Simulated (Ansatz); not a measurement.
# CdSe (Cadmoselite) (P6_3mc) in Ansatz: notebook

Runs on CdSe (Cadmoselite). Level: PBE. Tasks: single point.

Program: Ansatz 0.2.0. These are calculated values, not measurements. Logs are shortened: lines on timing, memory, paths and dates and some standing lists are left out, and cuts for length are marked.

**1. The cell of the first run**

The structure is hexagonal, space group P6_3mc (No. 186). The conventional cell has a = 4.128 Å, b = 4.128 Å, c = 7.020 Å, α = 90.00°, β = 90.00°, γ = 120.00°. Cd (site symmetry 3m) is surrounded by 4 Se at 2.52 to 2.70 Å. Se (site symmetry 3m) is surrounded by 4 Cd at 2.52 to 2.70 Å.

**2. Single point, PBE, 25.90 Å³/atom (strain_xy = -0.04)**

The input, input.yaml:

```yaml
crystal:
  lattice:
    - [4.128, 0.0, 0.0]
    - [-2.064, 3.5749528668, 0.0]
    - [0.0, 0.0, 7.02]
  atoms:
    - { symbol: Cd, position: [0.6666666667, 0.3333333333, 0.5] }
    - { symbol: Cd, position: [0.3333333333, 0.6666666667, 0.0] }
    - { symbol: Se, position: [0.6666666667, 0.3333333333, 0.885] }
    - { symbol: Se, position: [0.3333333333, 0.6666666667, 0.385] }
kpoints:
  mp_grid: { grid: [7, 7, 4] }
scf:
  occupations: { method: fermi_dirac, width: 0.05 }
hamiltonian:
  xc: pbe
  pseudopotentials: { kind: all_electron, lapw: { basis_error: 0.002 } }
output:
  forces: true
  stress: true
  eigenvalues: true
```

Potentials or basis: all-electron LAPW, scalar-relativistic.

Run with:

```console
$ ansatz run input.yaml --threads 2 --pin off --max-ram 6144MiB --backend cpu --events-out ev --progress --plain --runs-dir out
```

The program printed:

```text
Warning: RAYON_NUM_THREADS=2 ignored (pool sized by the plan → 2); use --threads N
LAPW: plane waves up to 8.611 Å⁻¹, error target 2.0e-3 eV per atom; small_component_spin mean_spin; Se in spheres of 1.210 Å, 24 of its electrons in bands, Dirac shells []; Cd in spheres of 1.306 Å, 20 of its electrons in bands, Dirac shells [] (how accurate: hamiltonian.pseudopotentials.lapw.basis_error, Limitations)
Engine: ansatz 0.2.0, x86_64-unknown-linux-gnu
Pseudopotentials: kind: all_electron
Pseudopotential: Cd, LAPW, valence charge 20, lapw/all_electron/scalar/gaussian/Cd, Koelling and Harmon's equation, gaussian nucleus
Pseudopotential: Se, LAPW, valence charge 24, lapw/all_electron/scalar/gaussian/Se, Koelling and Harmon's equation, gaussian nucleus
Functional definition: PBE
  parameter kappa = 0.804
  parameter beta = 0.06672455060314922
  exchange = pbe_x(kappa = kappa, mu = beta*pi^2/3)
  correlation = pbe_c(beta = beta)
Crystal: 4 atoms, lattice volume = 103.597 Å³
Basis set: ecut = 282.49122689625585 eV, 1123 PW (Γ), exchange–correlation at level 2
Bands: 53, of which v1, the nominal top of the filled ones, is band 44 counted from 1 (43 counted from 0)
Symmetry: 12 space group operations
Space group: P63mc (ITA 186), of the structure as read, at distance tolerance 4.7e-5 Å
k-points: 24 of 196 (time reversal used)
Non-local potential: Cd, projectors of the file, none
Non-local potential: Se, projectors of the file, none
Initial density: superposition of atomic densities (chi_scale 0.1, normalization cell, long waves kept (reshape's long-wave potential 0.00 eV rms))
Initial wavefunctions: plane waves of lowest kinetic energy (no species holds an atomic orbital)
Functional: x = pbe(κ = 0.804, μ = 0.2195149727645171), c = pbe(β = 0.06672455060314922)
iter 1 solved again at ethr=2.24e-3 eV; its pass at ethr=1.00e-1 eV (dr2=1.98e0 eV) is discarded
SCF iter   1: F=—  HF=-436724.998559 eV  |F-HF|=—  |Δ(HF+E_count)|=         —  Δρ=3.09e-2  dr2=1.98e0  ethr=2.24e-3  ⟨swp⟩=2.0  Hψ=7888  notcnv=0
preconditioner: auto → Resta (q_TF=auto, 2.655 Å⁻¹)  ε∞=4.0  [insulator: Δε(μ)=1.207 eV  Ē_g=12.562 eV  σ=0.050 eV  W_gap=1.00  n_scr=34 (ndim 8)  ℏωp=21.9 eV  f_vac=0.192  D(μ)=0.00/eV (n_scr^D=0)  ε∞_Penn≈4.0]
SCF iter   2: F=—  HF=-436724.340701 eV  |F-HF|=—  |Δ(HF+E_count)|=   6.58e-1  Δρ=1.43e-2  dr2=4.07e-1  ethr=2.24e-3  ⟨swp⟩=2.0  Hψ=3859  notcnv=0  defer=1
SCF iter   3: F=—  HF=-436724.263335 eV  |F-HF|=—  |Δ(HF+E_count)|=   7.74e-2  Δρ=7.05e-3  dr2=9.77e-2  ethr=4.63e-4  ⟨swp⟩=2.0  Hψ=3849  notcnv=0
iter 4 solved again at ethr=6.56e-6 eV; its pass at ethr=1.11e-4 eV (dr2=5.78e-3 eV) is discarded
SCF iter   4: F=—  HF=-436724.246151 eV  |F-HF|=—  |Δ(HF+E_count)|=   1.72e-2  Δρ=2.03e-3  dr2=5.77e-3  ethr=6.56e-6  ⟨swp⟩=2.0  Hψ=6445  notcnv=0
SCF iter   5: F=—  HF=-436724.248233 eV  |F-HF|=—  |Δ(HF+E_count)|=   2.08e-3  Δρ=5.02e-4  dr2=3.12e-4  ethr=6.55e-6  ⟨swp⟩=2.9  Hψ=3687  notcnv=0
SCF iter   6: F=—  HF=-436724.248662 eV  |F-HF|=—  |Δ(HF+E_count)|=   4.29e-4  Δρ=2.41e-4  dr2=1.01e-4  ethr=3.55e-7  ⟨swp⟩=3.0  Hψ=3755  notcnv=0
SCF iter   7: F=—  HF=-436724.248849 eV  |F-HF|=—  |Δ(HF+E_count)|=   1.86e-4  Δρ=9.69e-5  dr2=1.81e-5  ethr=1.15e-7  ⟨swp⟩=3.0  Hψ=3821  notcnv=0
SCF iter   8: F=—  HF=-436724.248905 eV  |F-HF|=—  |Δ(HF+E_count)|=   5.61e-5  Δρ=2.54e-5  dr2=1.14e-6  ethr=2.06e-8  ⟨swp⟩=3.0  Hψ=3951  notcnv=0
SCF iter   9: F=—  HF=-436724.248907 eV  |F-HF|=—  |Δ(HF+E_count)|=   1.89e-6  Δρ=1.13e-5  dr2=2.11e-7  ethr=1.30e-9  ⟨swp⟩=3.0  Hψ=3891  notcnv=0
SCF iter  10: F=-436724.248907 eV  HF=-436724.248907 eV  |F-HF|=1.07e-8  |Δ(HF+E_count)|=   2.44e-7  Δρ=2.23e-6  dr2=6.05e-9  ethr=2.40e-10  ⟨swp⟩=3.0  Hψ=3960  notcnv=0
SCF 1 converged in 10 iterations: F = -436724.248907 eV  dr2 = 6.05e-9
SCF converged after 10 iterations
Free energy (F): -436724.248907 eV
Harris-Foulkes:  -436724.248907 eV  (|F-HF|=1.07e-8)
Internal energy: -436724.248903 eV  (E = F + TS)
E sigma→0 (E₀):  -436724.248905 eV
Entropy (-TS):   -0.000004 eV (-0.001 meV/atom)
Fermi energy:    9.967005 eV
--- Per-component energies (eV) ---
  E_band       = -4089.537763
  E_kinetic    = 454356.661277
  E_xc         = -13214.515188
  E_electrostatic = -877866.394992  (all electrons and nuclei)
  E_smearing   = -0.000004  (= −TS)
  E_closure    = 0.000000  (closes the sum)
  E_atoms      = -436713.737228  (free atoms, spherical and without spin; not in F)
  Σ components = -436724.248907   (vs F -436724.248907, Δ=0.00e0)
  Basis errors (estimates in eV, not in F): energy 8.6e-4 per atom: plane waves 8.0e-4 (4.7e-4 summed), levels above the bands 4.2e-77, relativity 6.1e-8, radial functions 6.2e-5, core shells 2.7e-6; eigenvalues (radial functions only) 1.6e-6; not estimated: angular momenta, meshes, grids; target (lapw.basis_error) 2.0e-3; muffin-tin radii Se 1.210 Å, Cd 1.306 Å
--- Forces (eV/Å), atoms counted from 1 ---
  atom   1  Cd     0.00000000     0.00000000     0.73780282
  atom   2  Cd     0.00000000    -0.00000000     0.73780282
  atom   3  Se    -0.00000000     0.00000000    -0.73781386
  atom   4  Se    -0.00000000    -0.00000000    -0.73781386
  max |Σ_I F_I| component: 2.21e-5 eV/Å
--- Stress (GPa, compression-positive) ---
       11.860882      -0.000000       0.000000
        0.000000      11.860882      -0.000000
        0.000000       0.000000       4.082312
  P = ⅓ Tr σ = 9.2680 GPa (92.680 kbar)
--- Band table (eV; the first three rows and the last of 24) ---
  k-point 0: bands = ["-197.6732", "-197.6732", "-137.1426", "-137.1426", "-137.1426", "-137.1426", "-137.1364", "-137.1364", "-92.3599", "-92.3599", "-53.4310", "-53.4310", "-53.4310", "-53.4310", "-53.4293", "-53.4289", "-37.3656", "-37.3656", "-37.3656", "-37.3656", "-37.3563", "-37.3562", "-37.3558", "-37.3558", "-37.3557", "-37.3557", "-3.6433", "-3.2452", "1.1806", "1.1806", "1.2389", "1.2389", "1.3111", "1.6649", "1.6649", "1.7356", "1.7356", "2.0378", "4.7598", "8.8014", "8.8014", "9.3194", "9.5300", "9.5300", "10.3577", "11.8985", "15.2540", "15.5346", "15.5346", "16.6204", "16.6204", "17.2233", "19.1858"]
  k-point 1: bands = ["-197.6732", "-197.6732", "-137.1426", "-137.1426", "-137.1426", "-137.1426", "-137.1364", "-137.1364", "-92.3599", "-92.3599", "-53.4310", "-53.4310", "-53.4310", "-53.4310", "-53.4293", "-53.4290", "-37.3656", "-37.3656", "-37.3656", "-37.3656", "-37.3563", "-37.3562", "-37.3558", "-37.3558", "-37.3557", "-37.3557", "-3.5855", "-3.3036", "1.1874", "1.1874", "1.2287", "1.2287", "1.3568", "1.6767", "1.6767", "1.7267", "1.7267", "1.8262", "5.3280", "8.1379", "8.9005", "8.9005", "9.4147", "9.4147", "11.3746", "11.9791", "14.9637", "15.6207", "15.6207", "16.3601", "16.3601", "16.4904", "19.3118"]
  k-point 2: bands = ["-197.6732", "-197.6732", "-137.1426", "-137.1426", "-137.1426", "-137.1426", "-137.1364", "-137.1364", "-92.3599", "-92.3599", "-53.4310", "-53.4310", "-53.4310", "-53.4310", "-53.4291", "-53.4291", "-37.3656", "-37.3656", "-37.3656", "-37.3656", "-37.3563", "-37.3563", "-37.3557", "-37.3557", "-37.3557", "-37.3557", "-3.4448", "-3.4448", "1.2064", "1.2064", "1.2064", "1.2064", "1.5228", "1.5228", "1.7031", "1.7031", "1.7031", "1.7031", "6.6106", "6.6106", "9.1495", "9.1495", "9.1495", "9.1495", "12.0397", "12.0397", "15.2697", "15.2697", "15.9136", "15.9136", "15.9136", "15.9136", "19.8495"]
  k-point 23: bands = ["-197.6732", "-197.6732", "-137.1426", "-137.1426", "-137.1426", "-137.1426", "-137.1364", "-137.1364", "-92.3599", "-92.3599", "-53.4314", "-53.4314", "-53.4312", "-53.4312", "-53.4291", "-53.4291", "-37.3658", "-37.3658", "-37.3657", "-37.3657", "-37.3562", "-37.3562", "-37.3558", "-37.3558", "-37.3557", "-37.3557", "-3.0787", "-3.0787", "1.4023", "1.4023", "1.4659", "1.4659", "1.6224", "1.6224", "1.6908", "1.6908", "2.2014", "2.2014", "4.9715", "4.9715", "6.7614", "6.7614", "8.1045", "8.1045", "13.1966", "13.1966", "15.3079", "15.3079", "16.0204", "16.0204", "17.7813", "17.7813", "19.6913"]
```

Run time: 56 s. Hardware: 2 threads of Intel Xeon at 2.50GHz (Skylake/Cascade Lake), shared host; peak memory 0.51 GiB.

Results:

```
Free energy            : -436724.2489 eV
Pressure               : 9.3 GPa
Largest force          : 0.738 eV/Å
Band gap on the k mesh : 0.83 eV, direct
```

**3. Single point, PBE, 26.99 Å³/atom (strain_xy = -0.02)**

Edit input.yaml of step 2 so:

```diff
@@ -2,4 +2,4 @@
   lattice:
-    - [4.128, 0.0, 0.0]
-    - [-2.064, 3.5749528668, 0.0]
+    - [4.214, 0.0, 0.0]
+    - [-2.107, 3.6494310516, 0.0]
     - [0.0, 0.0, 7.02]
```

Potentials or basis: all-electron LAPW, scalar-relativistic.

Run with:

```console
$ ansatz run input.yaml --threads 2 --pin off --max-ram 6144MiB --backend cpu --events-out ev --progress --plain --runs-dir out
```

Wall time 56 s (2 threads of Intel Xeon at 2.50GHz (Skylake/Cascade Lake), shared host); peak memory 0.5 GiB.

Results (log left out):

```yaml
Free_energy: -436724.5073 eV
Pressure: 5.8 GPa
Largest_force: 0.479 eV/Å
Band_gap_on_the_k_mesh: 0.77 eV, direct
```
